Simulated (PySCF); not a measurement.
Work out the structure from these simulated measurements.

Formula: C4H10O.

| Quantity | Value |
| --- | --- |
| Dipole | 1.13 D [CAM-B3LYP/aug-cc-pVTZ] |
| Rotational structure | rotational constants A, B, C: 18.294, 2.263, 2.120 GHz [PBE0-D3(BJ)/def2-TZVP] |
| 13C NMR | chemical shifts (computed TMS as zero) by class: 72.0 (2 C), 18.2 (2 C) ppm [GIAO B97-2/pcSseg-2] |
| 1H NMR | chemical shifts (computed TMS as zero) by class: 3.42 (4 H), 1.22 (6 H) ppm [GIAO B97-2/pcSseg-2] |
| Triplet | lowest triplet excitation (Tamm–Dancoff): 6.47 eV [TDA CAM-B3LYP/aug-cc-pVTZ] |
| Couplings | largest of the computed one-bond spin–spin couplings (means over like bonds): 13C–1H +141.9 (×4), 13C–1H +131.3 (×6), 13C–13C +39.0 (×2), 17O–13C +23.4 (×2) Hz [B3LYP/pcJ-2, spin–dipole term left out] |

Electronic properties: PySCF, gas phase, density fitting. Levels stand in brackets. Isolated species at its PBE0-D3(BJ)/def2-TZVP geometry (one conformer only). Each NMR value is the plain mean over a class of atoms that symmetry, rotation or inversion makes alike.

Q: Propose a structure and show how it fits.

A: Numbering: `[CH3:1][CH2:2][O:3][CH2:4][CH3:5]`. Its formula, C4H10O, gives 0 degrees of unsaturation, so no ring and no π bond. 4 carbons fall into 2 classes; from least to most shielded: sp3 carbon bound to oxygen [C2/C4] (72.0 ppm, 2 C), methyl carbon [C1/C5] (18.2 ppm, 2 C). Hydrogen classes from least to most shielded: 4 H on 2 like atoms (sp3 carbon bound to oxygen), C2/C4 (3.42 ppm), 6 H on 2 methyl carbons, C1/C5 (1.22 ppm). The couplings run between: +141.9 Hz, sp3 carbon bound to oxygen [C2] and its hydrogen (with 3 like pairs); +131.3 Hz, methyl carbon [C1] and its hydrogen (with 5 like pairs); +39.0 Hz, methyl carbon [C1] and sp3 carbon bound to oxygen [C2] (with 1 like pair); +23.4 Hz, ether oxygen [O3] and sp3 carbon bound to oxygen [C2] (with 1 like pair). By its constants the optimised geometry is an asymmetric top. Structure: ethoxy ethane (`CCOCC`). Computed isomers that give other values at the same levels: `CC[C@H](C)O` (13C chemical shifts (computed TMS as zero) by class: 75.3 (1 C), 39.0 (1 C), 24.8 (1 C), 13.8 (1 C) ppm); `CC(C)(C)O` (13C chemical shifts (computed TMS as zero) by class: 72.7 (1 C), 33.2 (3 C) ppm); `CCCCO` (rotational constant A: 12.667 GHz; this holds for the one conformer computed). The assignments are read from this structure; whether some other isomer fits the data as well wasn't checked.

Shape of the structure used: `[CH3:1][CH2:2][O:3][CH2:4][CH3:5]`: C1–C2–O3–C4 179°, C2–O3–C4–C5 180°.
